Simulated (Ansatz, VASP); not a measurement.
**Two plane-wave programs on C**

The input INCAR:

```
SYSTEM = C
PREC     = Accurate       ! precision mode
ENCUT    = 520            ! plane-wave cutoff, eV
EDIFF    = 1E-7           ! SCF threshold, eV
ISMEAR   = 0              ! smearing method
SIGMA    = 0.01           ! smearing width, eV
LREAL    = .FALSE.        ! projectors in reciprocal space
LASPH    = .TRUE.         ! aspherical terms in the spheres
NELM     = 80             ! most SCF steps
ALGO     = Normal         ! electronic algorithm
ISIF     = 2              ! what is computed and relaxed
LWAVE    = .FALSE.        ! write WAVECAR
LCHARG   = .TRUE.         ! write CHGCAR
GGA      = PS             ! functional
LELF     = .TRUE.         ! ELF
LVHAR    = .TRUE.       
NBANDS   = 11             ! bands
```

KPOINTS

```
regular mesh
0
G
  12 12 8
  0 0 0
```

POSCAR

```
C
1.0
    2.1273203072     -1.2282824400      0.0000000000
    2.1273203072      1.2282824400      0.0000000000
   -1.3790696309      0.0000000000      3.5028300786
C
2
Direct
    0.1666444700      0.1666444700      0.9999069600
    0.8333555300      0.8333555300      0.0000930400
```

The input input.yaml:

```yaml
crystal:
  lattice:
    - [2.1273203072, -1.22828244, 0.0]
    - [2.1273203072, 1.22828244, 0.0]
    - [-1.3790696309, 0.0, 3.5028300786]
  atoms:
    - { symbol: C, position: [0.16664447, 0.16664447, 0.99990696] }
    - { symbol: C, position: [0.83335553, 0.83335553, 9.304e-05] }
kpoints:
  mp_grid: { grid: [12, 12, 8] }
  band_path:
    path:
      - [0.0, 0.0, 0.0]
      - [-0.3462615942, 0.3462615942, 0.0]
      - [-0.6537384058, -0.3462615942, 0.0]
      - [-0.5, -0.5, 0.0]
      - [-0.5, -0.5, 0.5]
      - [-0.6935932999, -0.3064067001, 0.5]
      - [-0.3064067001, 0.3064067001, 0.5]
      - [0.0, 0.0, 0.5]
      - [-0.5, 0.0, 0.5]
      - [0.317627, -0.333333, -0.079305]
      - [0.333333, -0.348877, -0.421468]
      - [-0.6548746399, -0.3451253601, 0.5]
    npoints: 1
hamiltonian:
  xc: pbesol
scf:
  occupations: { method: fixed }
  n_extra_bands: 4
output:
  forces: true
  stress: true
  eigenvalues: true
```

Alike in both runs: functional PBEsol; k mesh 12 × 12 × 8; no spin polarisation.

```csv
,VASP,Ansatz
version,VASP 6.6.1,Ansatz 0.2.0
potentials or method,"VASP PAW PBE potentials, release 64 (C)",Ansatz PAW
plane-wave cutoff (eV),520,420
occupations,"gaussian, width 0.01 eV",fixed
valence electrons in the cell,8,8
task,single point,band structure
```

VASP gave:

```
gap on the k mesh at the Fermi level (eV)       : 0.48
least direct gap on the mesh (eV)               : 0.50
pressure (GPa)                                  : 1.5
largest component of the traceless stress (GPa) : 1.38
rms of the force components (eV/Å)              : 0.005
```

Q: What did Ansatz give for the same quantities?

A: gap on the k mesh at the Fermi level (eV): 0.48; least direct gap on the mesh (eV): 0.50; pressure (GPa): 0.9; largest component of the traceless stress (GPa): 0.65; rms of the force components (eV/Å): 0.005.

Atom by atom the forces differ by 0.000 eV/Å (rms over components).

Caveats: this functional lacks dispersion, which binds the layers, so the pressure and a relaxed spacing across them are unreliable; the PAW data sets were made with another functional, which shifts forces and pressure a little (VASP); the PAW data sets come from PBE, with cores solved anew for the run's functional, which leaves a small shift of forces and pressure (Ansatz).
